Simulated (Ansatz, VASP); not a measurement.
## Two plane-wave programs on Ru

```
Ru
1.0
     4.22125    0.00000    0.00000
    -2.11062    3.65571    0.00000
     0.00000    0.00000    2.65247
Ru
3
Direct
  0.00000 0.00000 0.00000
  0.33333 0.66667 0.50000
  0.66667 0.33333 0.50000
```

Alike in both runs: functional PBEsol; k mesh 12 × 12 × 16; occupations gaussian, width 0.1 eV; no spin polarisation.

Ansatz relaxed the structure, and its values are those at the end. VASP's run is a single point on that final structure, the one shown.

|  | VASP | Ansatz |
| --- | --- | --- |
| version | VASP 6.6.1 | Ansatz 0.2.0 |
| potentials or method | VASP PAW PBE potentials, release 64 (Ru_pv) | scalar-relativistic, plane waves, PAW |
| plane-wave cutoff (eV) | 520 | 420 |
| valence electrons in the cell | 42 | 48 |

```csv
,VASP,Ansatz,Ansatz less VASP
gap on the k mesh at the Fermi level (eV),none,none,-
pressure (GPa),0.0,0.0,-0.03
```

A gap of «none» marks a metal or a gap that the smearing closes. The two sets of potentials don't hold the same shells in valence.

Caveats: the PAW data sets were made with another functional, which shifts forces and pressure a little (VASP).
